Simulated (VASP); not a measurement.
# HgSe (F-43m) in VASP: further runs

One crystal, HgSe, is run at these levels: PBEsol, PBE; tasks: single point, equation of state.

Program: VASP 6.6.1. These are calculated values, not measurements. Logs are shortened: lines on timing, memory, paths and dates and some standing lists are left out, and cuts for length are marked.

**The experiment to reproduce.**

“The pseudo-binary mercury chalcogenide alloy HgSe0.7S0.3 at high pressure: a mechanism of the zinc blende/cinnabar reconstructive phase transition”, 2002, arxiv:cond-mat/0209548 quotes, for a bulk crystal of HgSe: bulk modulus 51.6 ± 0.2 GPa.

The results are compared with them further down.

## Step 1: The crystal as given

Symmetry: F-43m, No. 216, cubic system. The conventional cell has a = 6.078 Å, b = 6.078 Å, c = 6.078 Å, α = 90.00°, β = 90.00°, γ = 90.00°. Hg (site symmetry -43m) has 4 Se at 2.63 Å as nearest neighbours. Around Se (site symmetry -43m) lie 4 Hg at 2.63 Å.

## Step 2: Single point, PBEsol

INCAR reads:

```
SYSTEM = HgSe
ALGO = Normal
EDIFF = 1E-7
ENCUT = 520
GGA = PS
ISIF = 2
ISMEAR = -1
LASPH = .True.
LCHARG = .True.
LELF = .True.
LREAL = .False.
LVHAR = .True.
LWAVE = .False.
NBANDS = 16
NELM = 60
PREC = Accurate
SIGMA = 0.05
```

KPOINTS reads:

```
k-points
0
Gamma
  8 8 8
  0 0 0
```

POSCAR reads:

```
HgSe
1.0
    0.0000000000      3.0390000000      3.0390000000
    3.0390000000      0.0000000000      3.0390000000
    3.0390000000      3.0390000000      0.0000000000
Hg Se
1 1
Direct
    0.0000000000      0.0000000000      0.0000000000
    0.7500000000      0.7500000000      0.7500000000
```

Potentials or basis: VASP PAW PBE potentials, release 64 (Hg, Se).

Run with:

```bash
> cat potpaw_PBE.64/Hg/POTCAR potpaw_PBE.64/Se/POTCAR > POTCAR
> mpirun -np 1 vasp_std > vasp.out
```

OUTCAR:

```text
SYSTEM = HgSe
   EDIFF = 1E-7
   ENCUT = 520
   GGA = PS
   ISIF = 2
   ISMEAR = -1
   LASPH = .True.
   LREAL = .False.
   NELM = 60
   PREC = Accurate

 ion  position               nearest neighbor table
   1  0.000  0.000  0.000-   2 2.63   2 2.63   2 2.63   2 2.63
   2  0.750  0.750  0.750-   1 2.63   1 2.63   1 2.63   1 2.63

  LATTYP: Found a face centered cubic cell.
 ALAT       =     6.0780000000

  Lattice vectors:

 A1 = (   0.0000000000,   3.0390000000,   3.0390000000)
 A2 = (   3.0390000000,   0.0000000000,   3.0390000000)
 A3 = (   3.0390000000,   3.0390000000,   0.0000000000)

Analysis of symmetry for initial positions (statically):
=====================================================================
 Subroutine PRICEL returns:
 Original cell was already a primitive cell.

 Routine SETGRP: Setting up the symmetry group for a
 face centered cubic supercell.

 Subroutine GETGRP returns: Found 24 space group operations
 (whereof 24 operations were pure point group operations)
 out of a pool of 48 trial point group operations.

The static configuration has the point symmetry T_d .

Analysis of symmetry for dynamics (positions and initial velocities):
=====================================================================
 Subroutine PRICEL returns:
 Original cell was already a primitive cell.

 Routine SETGRP: Setting up the symmetry group for a
 face centered cubic supercell.

 Subroutine GETGRP returns: Found 24 space group operations
 (whereof 24 operations were pure point group operations)
 out of a pool of 48 trial point group operations.

The dynamic configuration has the point symmetry T_d .

 Subroutine INISYM returns: Found 24 space group operations
 (whereof 24 operations are pure point group operations),
 and found     1 'primitive' translations

----------------------------------------------------------------------------------------

                                     Primitive cell

  volume of cell :      56.1335

  direct lattice vectors                    reciprocal lattice vectors
     0.000000000  3.039000000  3.039000000    -0.164527805  0.164527805  0.164527805
     3.039000000  0.000000000  3.039000000     0.164527805 -0.164527805  0.164527805
     3.039000000  3.039000000  0.000000000     0.164527805  0.164527805 -0.164527805

  length of vectors
     4.297795016  4.297795016  4.297795016     0.284970518  0.284970518  0.284970518

  position of ions in fractional coordinates (direct lattice)
     0.000000000  0.000000000  0.000000000
     0.750000000  0.750000000  0.750000000

  ion indices of the primitive-cell ions
   primitive index   ion index
                 1           1
                 2           2

----------------------------------------------------------------------------------------

 KPOINTS: k-points

Automatic generation of k-mesh.
 Grid dimensions read from file:
 generate k-points for:    8    8    8

 Generating k-lattice:

  Cartesian coordinates                     Fractional coordinates (reciprocal lattice)
    -0.020565976  0.020565976  0.020565976     0.125000000  0.000000000  0.000000000
     0.020565976 -0.020565976  0.020565976     0.000000000  0.125000000  0.000000000
     0.020565976  0.020565976 -0.020565976     0.000000000  0.000000000  0.125000000

  Length of vectors
     0.035621315  0.035621315  0.035621315

  Shift w.r.t. Gamma in fractional coordinates (k-lattice)
     0.000000000  0.000000000  0.000000000

 Subroutine IBZKPT returns following result:
 ===========================================

 Found     29 irreducible k-points:

 Following reciprocal coordinates:
            Coordinates               Weight
  0.000000  0.000000  0.000000      1.000000
  0.125000  0.000000  0.000000      8.000000
  0.250000  0.000000  0.000000      8.000000
  0.375000  0.000000  0.000000      8.000000
  0.500000  0.000000  0.000000      4.000000
  0.125000  0.125000  0.000000      6.000000
[... 16 lines left out ...]
  0.500000  0.250000  0.125000     48.000000
 -0.375000  0.250000  0.125000     24.000000
 [... further k-points ...]
   k-points           NKPTS =     29   k-points in BZ     NKDIM =     29   number of bands    NBANDS=     16
   number of dos      NEDOS =    301   number of ions     NIONS =      2
   total plane-waves  NPLWV =  32768
   dimension x,y,z NGX =    32 NGY =   32 NGZ =   32
   dimension x,y,z NGXF=    64 NGYF=   64 NGZF=   64
   ions per type =               1   1
   NGX,Y,Z   is equivalent  to a cutoff of  12.38, 12.38, 12.38 a.u.
   NGXF,Y,Z  is equivalent  to a cutoff of  24.76, 24.76, 24.76 a.u.
 SYSTEM =  HgSe
   PREC   = accura    normal or accurate (medium, high low for compatibility)
   ISTART =      0    job   : 0-new  1-cont  2-samecut
   ICHARG =      2    charge: 1-file 2-atom 10-const
   ISPIN  =      1    spin polarized calculation?
   LNONCOLLINEAR =      F non collinear calculations
   LSORBIT =      F    spin-orbit coupling
   LASPH  =      T    aspherical Exc in radial PAW
   ENCUT  =  520.0 eV  38.22 Ry    6.18 a.u.   7.99  7.99  7.99*2*pi/ulx,y,z
   NELM   =     60;   NELMIN=  2; NELMDL= -5     # of ELM steps
   EDIFF  = 0.1E-06   stopping-criterion for ELM
   LREAL  =      F    real-space projection
   EDIFFG = 0.1E-05   stopping-criterion for IOM
   NSW    =      0    number of steps for IOM
   IBRION =     -1    ionic relax: 0-MD 1-quasi-New 2-CG
   NFREE  =      0    steps in history (QN), initial steepest desc. (CG)
   ISIF   =      2    stress and relaxation
   ISYM   =      2    0-nonsym 1-usesym 2-fastsym
   POTIM  = 0.5000    time-step for ionic-motion
   TEBEG  =    0.0;   TEEND  =   0.0 temperature during run
   PSTRESS=    0.0 pullay stress
   NELECT =      18.0000    total number of electrons
   NUPDOWN=      -1.0000    fix difference up-down
   EMIN   =  10.00;   EMAX   =-10.00  energy-range for DOS
   EFERMI =   0.00;   METHOD = LEGACY
   ISMEAR =    -1;   SIGMA  =   0.05  broadening in eV -4-tet -1-fermi 0-gaus
   EFERMI_NEDOS =   21; number of points for ismear=-14 and -15
   IALGO  =     38    algorithm
   IMIX   =      4    mixing-type and parameters
     AMIX     =   0.40;   BMIX     =  1.00
     AMIX_MAG =   1.60;   BMIX_MAG =  1.00
  volume/ion in A,a.u.               =      28.07       189.40
  Fermi-wavevector in a.u.,A,eV,Ry     =   1.120534  2.117502 17.083421  1.255596
  Thomas-Fermi vector in A             =   2.257181
   LORBIT       =      0    0 simple, 1 ext, 2 COOP (PROOUT), +10 PAW based schemes
   GGA     = PS    functional components
   LHFCALC =     F    Hartree Fock is set to
   AEXX    =    0.0000 exact exchange contribution
   IVDW    =     0    specifies the selected vdW correction
   LEPSILON=     F    determine dielectric tensor
   LRPA    =     F    only Hartree local field effects (RPA)
 non-spin polarized calculation
  energy-cutoff  :      520.00
  volume of cell :       56.13
 maximum number of plane-waves:      1540
   NGX = 15   NGY = 15   NGZ = 15

 number of electron      18.0000004 magnetization

 Free energy of the ion-electron system (eV)
  ---------------------------------------------------
  ext. energy  EPLUGINS =         0.00000000
  ---------------------------------------------------
  free energy    TOTEN  =        -4.79865556 eV

  energy without entropy =       -4.79806069  energy(sigma->0) =       -4.79835812

 E-fermi :   1.6872     XC(G=0):  -9.2660

 val. band max:        1.6330429775   @ k =   0.0000   0.0000   0.0000
 cond. band min:       2.2074164822   @ k =   0.1250   0.0000   0.0000
 fundamental gap:      0.5743735047
 Fermi energy:         1.6872160843

 k-point     1 :       0.0000    0.0000    0.0000
  band No.  band energies     occupation
      1     -11.8777      2.00000
      2      -5.5564      2.00000
      3      -5.5564      2.00000
      4      -5.5564      2.00000
      5      -4.8005      2.00000
      6      -4.8005      2.00000
[... 8 lines left out ...]
     15      12.9125      0.00000
     16      12.9125      0.00000

 k-point     2 :       0.1250    0.0000    0.0000
  band No.  band energies     occupation
      1     -11.8100      2.00000
      2      -5.5304      2.00000
      3      -5.5255      2.00000
      4      -5.5255      2.00000
      5      -4.8030      2.00000
      6      -4.8030      2.00000
[... 8 lines left out ...]
     15      12.0055      0.00000
     16      12.0055      0.00000

 k-point     3 :       0.2500    0.0000    0.0000
  band No.  band energies     occupation
      1     -11.6414      2.00000
      2      -5.4569      2.00000
      3      -5.4569      2.00000
      4      -5.3929      2.00000
      5      -4.7978      2.00000
      6      -4.7978      2.00000
[... 8 lines left out ...]
     15      11.7066      0.00000
     16      11.7066      0.00000

 k-point     4 :       0.3750    0.0000    0.0000
  band No.  band energies     occupation
      1     -11.4653      2.00000
      2      -5.4013      2.00000
      3      -5.4013      2.00000
      4      -5.0151      2.00000
      5      -4.7713      2.00000
      6      -4.7713      2.00000
[... 8 lines left out ...]
     15      12.4406      0.00000
     16      12.4406      0.00000

 k-point     5 :       0.5000    0.0000    0.0000
  band No.  band energies     occupation
      1     -11.3902      2.00000
      2      -5.3832      2.00000
      3      -5.3832      2.00000
      4      -4.7525      2.00000
      5      -4.7525      2.00000
      6      -4.4776      2.00000
[... 8 lines left out ...]
     15      13.3952      0.00000
     16      13.3952      0.00000

 k-point     6 :       0.1250    0.1250    0.0000
  band No.  band energies     occupation
      1     -11.7874      2.00000
      2      -5.5595      2.00000
      3      -5.4960      2.00000
      4      -5.4960      2.00000
      5      -4.8253      2.00000
      6      -4.7839      2.00000
[... 8 lines left out ...]
     15      11.4721      0.00000
     16      12.9594      0.00000

 k-point     7 :       0.2500    0.1250    0.0000
  band No.  band energies     occupation
      1     -11.6521      2.00000
      2      -5.5130      2.00000
      3      -5.4222      2.00000
      4      -5.4049      2.00000
      5      -4.8365      2.00000
      6      -4.7683      2.00000
[... 8 lines left out ...]
     15      12.3779      0.00000
     16      12.6140      0.00000

 k-point     8 :       0.3750    0.1250    0.0000
  band No.  band energies     occupation
      1     -11.4774      2.00000
      2      -5.4199      2.00000
      3      -5.3574      2.00000
      4      -5.1699      2.00000
      5      -4.7941      2.00000
      6      -4.7493      2.00000
[... 8 lines left out ...]
     15      12.1961      0.00000
     16      12.9988      0.00000

 k-point     9 :       0.5000    0.1250    0.0000
  band No.  band energies     occupation
      1     -11.3674      2.00000
      2      -5.3759      2.00000
      3      -5.3356      2.00000
      4      -4.8439      2.00000
      5      -4.7483      2.00000
      6      -4.5408      2.00000
[... 8 lines left out ...]
     15      12.6597      0.00000
     16      13.4781      0.00000
[... 172 lines left out ...]
 k-point    19 :       0.5000    0.3750    0.0000
  band No.  band energies     occupation
      1     -11.2514      2.00000
      2      -5.3812      2.00000
      3      -5.0921      2.00000
      4      -5.0640      2.00000
      5      -4.7051      2.00000
      6      -4.4840      2.00000
[... 8 lines left out ...]
     15      13.6700      0.00000
     16      14.5849      0.00000

 k-point    20 :      -0.3750    0.3750    0.0000
  band No.  band energies     occupation
      1     -11.2410      2.00000
      2      -5.3310      2.00000
      3      -5.1345      2.00000
      4      -4.9643      2.00000
      5      -4.7462      2.00000
      6      -4.2723      2.00000
[... 8 lines left out ...]
     15      13.0234      0.00000
     16      15.1183      0.00000

 k-point    21 :       0.5000    0.5000    0.0000
  band No.  band energies     occupation
      1     -11.2260      2.00000
      2      -5.4122      2.00000
      3      -5.0423      2.00000
      4      -5.0423      2.00000
      5      -4.6857      2.00000
      6      -4.4347      2.00000
[... 8 lines left out ...]
     15      13.3304      0.00000
     16      14.6613      0.00000

 k-point    22 :       0.3750    0.2500    0.1250
  band No.  band energies     occupation
      1     -11.5131      2.00000
      2      -5.4456      2.00000
      3      -5.3477      2.00000
      4      -5.2794      2.00000
      5      -4.8318      2.00000
      6      -4.7420      2.00000
[... 8 lines left out ...]
     15      12.9750      0.00000
     16      13.6332      0.00000

 k-point    23 :       0.5000    0.2500    0.1250
  band No.  band energies     occupation
      1     -11.3701      2.00000
      2      -5.3537      2.00000
      3      -5.2996      2.00000
      4      -5.0283      2.00000
      5      -4.7679      2.00000
      6      -4.6821      2.00000
[... 8 lines left out ...]
     15      13.2059      0.00000
     16      13.7330      0.00000

 k-point    24 :      -0.3750    0.2500    0.1250
  band No.  band energies     occupation
      1     -11.3097      2.00000
      2      -5.3342      2.00000
      3      -5.2744      2.00000
      4      -4.8576      2.00000
      5      -4.7822      2.00000
      6      -4.4143      2.00000
[... 8 lines left out ...]
     15      12.9227      0.00000
     16      13.8158      0.00000

 [... further k-points ...]
[... 5 lines left out ...]
  --------------------------------------------------------------------------------------
  -------------------------------------------------------------------------------------
  Total        0.6384154      0.6384154      0.6384154     -0.0000000      0.0000000      0.0000000
  in kB       18.2218238     18.2218238     18.2218238     -0.0000000      0.0000000      0.0000000
  external PRESSURE =      18.2218238 kB  Pullay stress =       0.0000000 kB

 VOLUME and BASIS-vectors are now :
 -----------------------------------------------------------------------------
  energy-cutoff  :      520.00
  volume of cell :       56.13
      direct lattice vectors                 reciprocal lattice vectors
     0.000000000  3.039000000  3.039000000    -0.164527805  0.164527805  0.164527805
     3.039000000  0.000000000  3.039000000     0.164527805 -0.164527805  0.164527805
     3.039000000  3.039000000  0.000000000     0.164527805  0.164527805 -0.164527805

 POSITION                                       TOTAL-FORCE (eV/Angst)
 -----------------------------------------------------------------------------------
      0.00000      0.00000      0.00000        -0.000000     -0.000000     -0.000000
      4.55850      4.55850      4.55850         0.000000      0.000000      0.000000
 -----------------------------------------------------------------------------------
    total drift:                                0.000000      0.000000      0.000000

  FREE ENERGIE OF THE ION-ELECTRON SYSTEM (eV)
  ---------------------------------------------------
  free  energy   TOTEN  =        -4.7986555571 eV

  energy  without entropy=       -4.7980606922  energy(sigma->0) =       -4.79835812
```

It took 11 s on 1 thread of Intel Xeon Platinum 8488C (Sapphire Rapids), shared host; peak memory 0.18 GiB.

Results:

```
Free energy            : -4.7987 eV
Pressure               : 1.8 GPa
Band gap on the k mesh : none (metal or under the smearing width)
```

Caveat: the PAW data sets were made with another functional, which shifts forces and pressure a little. Spin-orbit coupling is left out, which matters for the levels of Hg.

(Part 1 of 3 ends here.)
